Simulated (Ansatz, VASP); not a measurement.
# Cross-check of Sn23CO48 (C_Sn) between VASP and Ansatz

One calculation is typed for both programs; each brings its own data sets. How far apart do they land? Of the first pair: The structure shown is the start of the Ansatz relaxation below; VASP solves that cell, so the two are compared at the walk's first step.

Program: Ansatz 0.2.0. Level of theory: plane waves, with VASP 6.6.1 beside it; r2SCAN. Results are calculated unless marked as measured.

### 1. The structure

The cell holds 72 atoms: 23 Sn, 48 O and 1 C. Cell: a = 9.516 Å, b = 9.516 Å, c = 9.602 Å, α = 90.0°, β = 90.0°, γ = 90.0°. It derives from SnO2 (SnO2 (P4_2/mnm)). Nearest the centre at fractional (0.500, 0.500, 0.667): C72 at 0.05 Å, O52 at 2.03 Å, O70 at 2.03 Å, O56 at 2.04 Å, O41 at 2.06 Å, O35 at 2.08 Å, O45 at 2.09 Å, Sn22 at 3.16 Å. The cell carries charge +1.

### 2. Ansatz: relaxation, r2SCAN

Ansatz runs on its PAW soft_1 files.

The two programs are compared at the cell with which this relaxation starts, whose forces are those of its first step.

input.yaml reads:

```yaml
crystal:
  lattice:
    - [9.51550307, 0.0, 0.0]
    - [0.0, 9.51550307, 0.0]
    - [0.0, 0.0, 9.60204439]
  atoms:
    - { symbol: Sn, position: [0.25, 0.25, 0.16666667] }
    - { symbol: Sn, position: [0.0, 0.0, 0.0] }
    - { symbol: O, position: [0.09702862, 0.40297138, 0.16666667] }
    - { symbol: O, position: [0.40297138, 0.09702862, 0.16666667] }
    - { symbol: O, position: [0.15297138, 0.15297138, 0.0] }
    - { symbol: O, position: [0.34702862, 0.34702862, 0.0] }
    - { symbol: Sn, position: [0.25, 0.25, 0.5] }
    - { symbol: Sn, position: [0.0, 0.0, 0.33333333] }
    - { symbol: O, position: [0.09702862, 0.40297138, 0.5] }
    - { symbol: O, position: [0.40297138, 0.09702862, 0.5] }
    - { symbol: O, position: [0.15297138, 0.15297138, 0.33333333] }
    - { symbol: O, position: [0.34702862, 0.34702862, 0.33333333] }
    - { symbol: Sn, position: [0.25, 0.25, 0.83333333] }
    - { symbol: Sn, position: [0.0, 0.0, 0.66666667] }
    - { symbol: O, position: [0.09702862, 0.40297138, 0.83333333] }
    - { symbol: O, position: [0.40297138, 0.09702862, 0.83333333] }
    - { symbol: O, position: [0.15297138, 0.15297138, 0.66666667] }
    - { symbol: O, position: [0.34702862, 0.34702862, 0.66666667] }
    - { symbol: Sn, position: [0.25, 0.75, 0.16666667] }
    - { symbol: Sn, position: [0.0, 0.5, 0.0] }
    - { symbol: O, position: [0.09702862, 0.90297138, 0.16666667] }
    - { symbol: O, position: [0.40297138, 0.59702862, 0.16666667] }
    - { symbol: O, position: [0.15297138, 0.65297138, 0.0] }
    - { symbol: O, position: [0.34702862, 0.84702862, 0.0] }
    - { symbol: Sn, position: [0.25, 0.75, 0.5] }
    - { symbol: Sn, position: [0.0, 0.5, 0.33333333] }
    - { symbol: O, position: [0.09702862, 0.90297138, 0.5] }
    - { symbol: O, position: [0.40297138, 0.59702862, 0.5] }
    - { symbol: O, position: [0.15297138, 0.65297138, 0.33333333] }
    - { symbol: O, position: [0.34702862, 0.84702862, 0.33333333] }
    - { symbol: Sn, position: [0.25, 0.75, 0.83333333] }
    - { symbol: Sn, position: [0.0, 0.5, 0.66666667] }
    - { symbol: O, position: [0.09702862, 0.90297138, 0.83333333] }
    - { symbol: O, position: [0.40297138, 0.59702862, 0.83333333] }
    - { symbol: O, position: [0.15297138, 0.65297138, 0.66666667] }
    - { symbol: O, position: [0.34702862, 0.84702862, 0.66666667] }
    - { symbol: Sn, position: [0.75, 0.25, 0.16666667] }
    - { symbol: Sn, position: [0.5, 0.0, 0.0] }
    - { symbol: O, position: [0.59702862, 0.40297138, 0.16666667] }
    - { symbol: O, position: [0.90297138, 0.09702862, 0.16666667] }
    - { symbol: O, position: [0.65297138, 0.15297138, 0.0] }
    - { symbol: O, position: [0.84702862, 0.34702862, 0.0] }
    - { symbol: Sn, position: [0.75, 0.25, 0.5] }
    - { symbol: Sn, position: [0.5, 0.0, 0.33333333] }
    - { symbol: O, position: [0.59702862, 0.40297138, 0.5] }
    - { symbol: O, position: [0.90297138, 0.09702862, 0.5] }
    - { symbol: O, position: [0.65297138, 0.15297138, 0.33333333] }
    - { symbol: O, position: [0.84702862, 0.34702862, 0.33333333] }
    - { symbol: Sn, position: [0.75, 0.25, 0.83333333] }
    - { symbol: Sn, position: [0.5, 0.0, 0.66666667] }
    - { symbol: O, position: [0.59702862, 0.40297138, 0.83333333] }
    - { symbol: O, position: [0.90297138, 0.09702862, 0.83333333] }
    - { symbol: O, position: [0.65297138, 0.15297138, 0.66666667] }
    - { symbol: O, position: [0.84702862, 0.34702862, 0.66666667] }
    - { symbol: Sn, position: [0.75, 0.75, 0.16666667] }
    - { symbol: Sn, position: [0.5, 0.5, 0.0] }
    - { symbol: O, position: [0.59702862, 0.90297138, 0.16666667] }
    - { symbol: O, position: [0.90297138, 0.59702862, 0.16666667] }
    - { symbol: O, position: [0.65297138, 0.65297138, 0.0] }
    - { symbol: O, position: [0.84702862, 0.84702862, 0.0] }
    - { symbol: Sn, position: [0.75, 0.75, 0.5] }
    - { symbol: Sn, position: [0.5, 0.5, 0.33333333] }
    - { symbol: O, position: [0.59702862, 0.90297138, 0.5] }
    - { symbol: O, position: [0.90297138, 0.59702862, 0.5] }
    - { symbol: O, position: [0.65297138, 0.65297138, 0.33333333] }
    - { symbol: O, position: [0.84702862, 0.84702862, 0.33333333] }
    - { symbol: Sn, position: [0.75, 0.75, 0.83333333] }
    - { symbol: C, position: [0.5, 0.5, 0.66666667] }
    - { symbol: O, position: [0.59702862, 0.90297138, 0.83333333] }
    - { symbol: O, position: [0.90297138, 0.59702862, 0.83333333] }
    - { symbol: O, position: [0.65297138, 0.65297138, 0.66666667] }
    - { symbol: O, position: [0.84702862, 0.84702862, 0.66666667] }
  host:
    repeats: [2, 2, 3]
    atoms:
      - { symbol: Sn, position: [0.5, 0.5, 0.5] }
      - { symbol: Sn, position: [0.0, 0.0, 0.0] }
      - { symbol: O, position: [0.19405723, 0.80594277, 0.5] }
      - { symbol: O, position: [0.80594277, 0.19405723, 0.5] }
      - { symbol: O, position: [0.30594277, 0.30594277, 0.0] }
      - { symbol: O, position: [0.69405723, 0.69405723, 0.0] }
total_charge: 1
basis:
  ecutwfc: 500
  xc_grid: 2
hamiltonian:
  xc: r2scan
  pseudopotentials: { kind: paw, azcp: { folder: soft_1 } }
kpoints:
  mp_grid: { grid: [1, 1, 1], shift: [0.25, 0.25, 0.25] }
magnetization:
  spin_polarized: true
  initial_magnetization: 1
  spin_locking: { lock_magnetization: hard }
scf:
  occupations: { method: fixed }
  max_iter: 60
output:
  forces: true
  charged_corrections:
    epsilon: [4.6, 4.6, 4.91]
    static_epsilon: [13.48, 13.48, 10.42]
    defect_position: [0.5, 0.5, 0.666667]
relax:
  f_tol: 0.02
  max_steps: 80
  random_displacement: { amplitude: 0.05, seed: 6029 }
checkpoint:
  write: "../qp1_M1.relax.run"
  compress: false
  write_wavefunctions: true
  write_every: 100000
```

On the command line:

```bash
$ ansatz run input.yaml --threads 4 --pin off --max-ram 15073MiB --backend cpu --events-out ev --progress --plain --runs-dir out
```

Numbers of over 12 decimals in the logs are rounded to 6 here.

What it wrote:

```text
Warning: This run holds its total moment fixed (magnetization.spin_locking.lock_magnetization: hard) and mixes its density by anderson or broyden (scf.mixing.algorithm, typed or taken by auto). Slabs with a fixed moment have converged under broyden above another state at the same moment, at the default mixing steps and at smaller ones, and under scf.lower_state_search: standard, light or off a state that such a mixer [...]
Engine: ansatz 0.2.0, aarch64-unknown-linux-gnu
Pseudopotentials: kind: paw
Pseudopotential: Sn, paw, valence charge 14, recommended cutoff 500 eV (meta_gga), soft_1/Sn.paw.azcp
Pseudopotential: O, paw, valence charge 6, recommended cutoff 500 eV (meta_gga), soft_1/O.paw.azcp
Pseudopotential: C, paw, valence charge 4, recommended cutoff 500 eV (meta_gga), soft_1/C.paw.azcp
Functional definition: r2SCAN
  parameter k0 = 0.174
  parameter k1 = 0.065
  parameter a1 = 4.9479
  exchange = r2scan_x(k0 = k0, k1 = k1, a1 = a1)
  correlation = r2scan_c
Crystal: 72 atoms, lattice volume = 869.415 Å³
Basis set: ecut = 500 eV, 22119 PW (Γ), exchange–correlation on 144×144×144 points (8 copies of the dense FFT grid, shifted against one another)
Bands: 379, of which v1, the nominal top of the filled ones, is band 307 counted from 1 (306 counted from 0)
Symmetry: 1 space group operations
k-points: 1
Non-local potential: Sn, projectors of the file, l = 0: 2, l = 1: 2, l = 2: 2, l = 3: 1
Non-local potential: O, projectors of the file, l = 0: 2, l = 1: 2, l = 2: 1
Non-local potential: C, projectors of the file, l = 0: 2, l = 1: 2, l = 2: 1
PAW form: soft (Blöchl's): semilocal exchange-correlation on the pseudo side does not see the compensation charge
PAW frozen core: Sn, regenerated for the run's functional (the file was generated under x = pbe(κ = 0.804, μ = 0.219515), c = pbe(β = 0.066725))
PAW frozen core: O, regenerated for the run's functional (the file was generated under x = pbe(κ = 0.804, μ = 0.219515), c = pbe(β = 0.066725))
PAW frozen core: C, regenerated for the run's functional (the file was generated under x = pbe(κ = 0.804, μ = 0.219515), c = pbe(β = 0.066725))
PAW one-centre angular grid: Sn, 590 points (default); XC on 160 Gauss nodes
PAW one-centre angular grid: O, 302 points (default); XC on 160 Gauss nodes
PAW one-centre angular grid: C, 302 points (default); XC on 219 of its mesh's 2255 points in the sphere
Initial density: superposition of atomic densities (chi_scale 0.1, normalization cell, long waves kept (reshape's long-wave potential 0.37 eV rms))
Starting moments: Σ|m| = 1 μB on 72 of 72 sites
Initial wavefunctions: pseudopotential atomic-orbital guess
Functional: x = r2scan, c = r2scan; τ floored in thin density (d = 2e-4 eV/Å³)
SCF iter   1: F=—  HF=-166447.258134 eV  |F-HF|=—  |Δ(HF+E_count)|=         —  Δρ=4.72e-2 (↑4.49e-2 ↓4.72e-2)  dr2=7.96e1  dr2_τ=1.65e0  dr2_m=3.58e-1  M=1.000 μB ∫|m|=1.089 μB  β_m=1.20  ethr=3.10e-3  ⟨swp⟩=4.0  Hψ=2428  notcnv=0  defer=140
preconditioner: auto → Resta (q_TF=auto, 2.574 Å⁻¹)  ε∞=3.3  [insulator: Δε(μ)=0.293 eV  Ē_g=20.786 eV  n_scr=250 (ndim 8)  ℏωp=31.2 eV  f_vac=0.000  ε∞_Penn≈3.3]
spin=Collinear: Resta preconditioning applied to the charge; magnetization (m = ρ↑ − ρ↓) channel mixes plain (no charge-response kernel on spin).
SCF iter   2: F=—  HF=-166437.409056 eV  |F-HF|=—  |Δ(HF+E_count)|=    9.85e0  Δρ=2.87e-2 (↑2.82e-2 ↓2.87e-2)  dr2=2.37e1  dr2_τ=1.80e-1  dr2_m=1.51e-1  M=1.000 μB ∫|m|=1.183 μB  β_m=1.20  ethr=3.10e-3  ⟨swp⟩=3.0  Hψ=1167  notcnv=0  defer=138  κ⁻¹=1.0e0(r=1)
SCF iter   3: F=—  HF=-166436.860467 eV  |F-HF|=—  |Δ(HF+E_count)|=   5.49e-1  Δρ=2.07e-2 (↑1.94e-2 ↓2.07e-2)  dr2=1.34e1  dr2_τ=1.47e-1  dr2_m=2.26e-1  M=1.000 μB ∫|m|=1.170 μB  β_m=1.20  ethr=3.10e-3  ⟨swp⟩=2.0  Hψ=1118  notcnv=0  defer=140  κ⁻¹=2.2e-1(r=2)
SCF iter   4: F=—  HF=-166436.846660 eV  |F-HF|=—  |Δ(HF+E_count)|=   1.38e-2  Δρ=1.50e-2 (↑1.50e-2 ↓1.43e-2)  dr2=4.31e0  dr2_τ=6.20e-2  dr2_m=5.28e-2  M=1.000 μB ∫|m|=1.176 μB  β_m=1.20  ethr=2.19e-3  ⟨swp⟩=2.0  Hψ=628  notcnv=0  defer=141  κ⁻¹=4.8e-2(r=3)
SCF iter   5: F=—  HF=-166436.991935 eV  |F-HF|=—  |Δ(HF+E_count)|=   1.45e-1  Δρ=8.33e-3 (↑8.33e-3 ↓8.13e-3)  dr2=1.21e0  dr2_τ=2.04e-2  dr2_m=6.89e-3  M=1.000 μB ∫|m|=1.212 μB  β_m=1.20  ethr=7.03e-4  ⟨swp⟩=2.0  Hψ=824  notcnv=0  defer=141  κ⁻¹=1.3e-2(r=4)
[...]
--- Relaxed structure (15 steps of the walk, 13 accepted, 0 SCFs on fresh bases) ---
  F+E_penalty+E_count = -166447.07506890 eV   max|allowed force component| = 1.932e-2 eV/Å
  atoms:
    - { symbol: Sn, position: [0.250836, 0.250910, 0.165672] }
    - { symbol: Sn, position: [-0.00219731, 0.000676587, -3.865907731826829e-5] }
    - { symbol: O, position: [0.095913, 0.402393, 0.165706] }
    - { symbol: O, position: [0.402909, 0.098390, 0.165737] }
    - { symbol: O, position: [0.150418, 0.154550, -0.000101107] }
    - { symbol: O, position: [0.352311, 0.342736, -0.00328774] }
    - { symbol: Sn, position: [0.246563, 0.248590, 0.497869] }
    - { symbol: Sn, position: [-0.00227275, 0.00076901, 0.331454] }
    - { symbol: O, position: [0.098766, 0.405188, 0.497863] }
    - { symbol: O, position: [0.402574, 0.098108, 0.501181] }
    - { symbol: O, position: [0.150415, 0.154472, 0.331465] }
    - { symbol: O, position: [0.352311, 0.342699, 0.334578] }
    - { symbol: Sn, position: [0.246471, 0.248692, 0.833375] }
    - { symbol: Sn, position: [0.00309038, -0.00863298, 0.665703] }
    - { symbol: O, position: [0.098762, 0.405231, 0.833546] }
    - { symbol: O, position: [0.402634, 0.098385, 0.830075] }
    - { symbol: O, position: [0.149673, 0.152004, 0.665668] }
    - { symbol: O, position: [0.354710, 0.339409, 0.665567] }
    - { symbol: Sn, position: [0.242870, 0.755038, 0.165645] }
    - { symbol: Sn, position: [-0.00208986, 0.500921, -0.000670838] }
    - { symbol: O, position: [0.093288, 0.908078, 0.165723] }
    - { symbol: O, position: [0.393520, 0.602387, 0.165632] }
    - { symbol: O, position: [0.143955, 0.657705, 0.00111231] }
    - { symbol: O, position: [0.342836, 0.851168, 5.723416410180647e-5] }
    - { symbol: Sn, position: [0.251034, 0.745659, 0.498841] }
    - { symbol: Sn, position: [-0.00205582, 0.500860, 0.332095] }
    - { symbol: O, position: [0.095089, 0.899985, 0.496877] }
    - { symbol: O, position: [0.394671, 0.594538, 0.495548] }
    - { symbol: O, position: [0.143891, 0.657741, 0.330287] }
    - { symbol: O, position: [0.343242, 0.850611, 0.331332] }
    - { symbol: Sn, position: [0.251160, 0.745730, 0.832522] }
    - { symbol: Sn, position: [0.00302981, 0.500455, 0.665704] }
    - { symbol: O, position: [0.095123, 0.900037, 0.834485] }
    - { symbol: O, position: [0.395012, 0.595102, 0.835717] }
    - { symbol: O, position: [0.145435, 0.657883, 0.665715] }
    - { symbol: O, position: [0.342342, 0.849227, 0.665629] }
    - { symbol: Sn, position: [0.741882, 0.256022, 0.165830] }
    - { symbol: Sn, position: [0.497043, 0.000537062, -0.00141485] }
[...]
- { symbol: Sn, position: [0.756071, 0.243651, 0.502207] }
    - { symbol: Sn, position: [0.497094, 0.000430459, 0.332859] }
[...]
- { symbol: Sn, position: [0.756120, 0.243595, 0.829410] }
    - { symbol: Sn, position: [0.497091, -0.00314397, 0.665675] }
[...]
- { symbol: Sn, position: [0.746813, 0.748374, 0.165647] }
    - { symbol: Sn, position: [0.485617, 0.511742, -0.00296366] }
[...]
- { symbol: Sn, position: [0.750375, 0.749778, 0.493880] }
    - { symbol: Sn, position: [0.485695, 0.511681, 0.334044] }
    - { symbol: O, position: [0.595233, 0.898753, 0.499573] }
    - { symbol: O, position: [0.896741, 0.592798, 0.500799] }
    - { symbol: O, position: [0.650458, 0.650672, 0.333222] }
    - { symbol: O, position: [0.845734, 0.845684, 0.329964] }
    - { symbol: Sn, position: [0.750209, 0.749703, 0.837406] }
    - { symbol: C, position: [0.625502, 0.490562, 0.666045] }
    - { symbol: O, position: [0.595172, 0.898903, 0.831854] }
    - { symbol: O, position: [0.896664, 0.592706, 0.830648] }
    - { symbol: O, position: [0.648718, 0.626041, 0.665959] }
    - { symbol: O, position: [0.838856, 0.838970, 0.665689] }
```

Reading the cycles: dr2 is the Hartree energy of the density residual (eV), the measure of convergence; HF is the Harris–Foulkes estimate of the energy, which meets the free energy F at convergence.

(Continued in part 2 of 2.)

[Lines on the potential files, build, host, timing and source positions are cut from VASP's logs without a mark.]

[Logs are printed without paths, hosts, clocks, repeated set-up lines and the standing remarks that a program may print on its own settings, such as how far it seeks lower states.]

[Hosts, paths, dates, database ids (printed as entryN), source tags and the programs' standing remarks are cut or masked in the printed files.]
